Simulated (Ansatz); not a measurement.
CoO under changes of volume

One of the cells (9.684 Å³/atom); the others are scaled copies at fixed shape and fractional positions:

```
Co O
1.0
     0.00000    2.13150    2.13150
     2.13150    0.00000    2.13150
     2.13150    2.13150    0.00000
Co O
1 1
Direct
  0.00000 0.00000 0.00000
  0.50000 0.50000 0.50000
```

| Item | Value |
| --- | --- |
| Program | Ansatz 0.2.0 |
| Functional | PBEsol |
| Potentials or basis | Ansatz PAW |
| Cutoff | 420 eV (not typed: the program's choice for these potentials) |
| k mesh | 11 × 11 × 11 |
| Occupations | fermi-dirac, width 0.05 eV |
| Spin | collinear spin, ferromagnetic start |
| Starting moments | [2.0, 0.0] μB |

```tsv
volume (Å³/atom)	energy over the lowest point (meV/atom)	pressure (GPa)	moment (μB per cell)
9.103	0.00	-0.6	2.81
9.297	3.08	-4.3	2.87
9.490	10.49	-7.7	2.92
9.684	?	?	?
9.878	36.44	-13.7	2.98
10.071	54.74	-16.4	2.99
10.265	76.26	-18.9	3.00
```

Task: What does the run at 9.684 Å³/atom give?

Result: Energy over the lowest point 21.59 meV/atom; pressure -10.8 GPa; moment 2.96 μB per cell.

Worked out: A Birch-Murnaghan fit of order 3 (a polynomial in V^(-2/3)) to the other rows has its minimum at 9.06 Å³/atom, just outside them, with B0 = V·E''(V) = 172 GPa (rough, since the energies scatter). It gives 21.61 meV/atom at 9.684 Å³/atom, against the run's 21.59, and -dE/dV = -10.8 GPa, against -10.8. A parabola through the other rows of the moment, of slope 0.16 μB per Å³/atom there, gives 2.95 μB, against the run's 2.96.

Energies are extrapolated to zero smearing.

Caveats: a cell with one magnetic atom can't hold antiferromagnetic order, which such compounds often take; the PAW data sets come from PBE, with cores solved anew for the run's functional, which leaves a small shift of forces and pressure.
